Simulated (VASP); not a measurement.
**Ge: single point with PBE**

Crystal: Ge.

```
CELL_PARAMETERS angstrom
4.05816 0.00000 0.00000
-2.02908 3.51447 0.00000
0.00000 0.00000 6.69253
ATOMIC_POSITIONS crystal
Ge 0.66667 0.33333 0.06279
Ge 0.33333 0.66667 0.56279
Ge 0.66667 0.33333 0.43721
Ge 0.33333 0.66667 0.93721
```

This isn't the form of Ge at room conditions, which is diamond.

| Quantity | Value |
| --- | --- |
| Program | VASP 6.6.1 |
| Task | single point |
| Functional | PBE |
| Potentials or basis | VASP PAW PBE potentials, release 64 (Ge_d) |
| Cutoff | 520 eV |
| k mesh | 12 × 12 × 6 |
| Occupations | gaussian, width 0.1 eV |
| Spin | no spin polarisation |
| Dipole correction | no |
| Further INCAR settings | ALGO = Fast; EDIFF = 1e-06; NBANDS = 36 |

| Quantity | Value |
| --- | --- |
| Pressure | -0.1 GPa |
| Band gap on the k mesh | none (metal or under the smearing width) |

Levels at points of the mesh, in eV from the Fermi level:
| k point | band 24 | band 25 | band 26 | band 27 | band 28 | band 29 | band 30 | band 31 | band 32 | band 33 |
| --- | --- | --- | --- | --- | --- | --- | --- | --- | --- | --- |
| (0.00, 0.00, 0.00) | -1.42 | -1.42 | -0.41 | -0.20 | -0.15 | 0.10 | 0.10 | 2.26 | 2.26 | 2.71 |
| (0.50, 0.00, 0.00) | -6.65 | -4.35 | -2.92 | -2.65 | -1.38 | 0.58 | 1.52 | 3.57 | 3.69 | 4.23 |
| (0.00, 0.00, 0.50) | -4.75 | -0.82 | -0.82 | -0.82 | -0.82 | 0.54 | 0.54 | 3.33 | 3.33 | 3.33 |
| (0.50, 0.00, 0.50) | -7.70 | -2.44 | -2.44 | -2.30 | -2.30 | 0.50 | 0.50 | 2.15 | 2.15 | 5.97 |

Wall time 4.3 min on 1 thread of AMD EPYC 7R13 Processor (Zen 3) (shared host), peak memory 0.29 GiB.
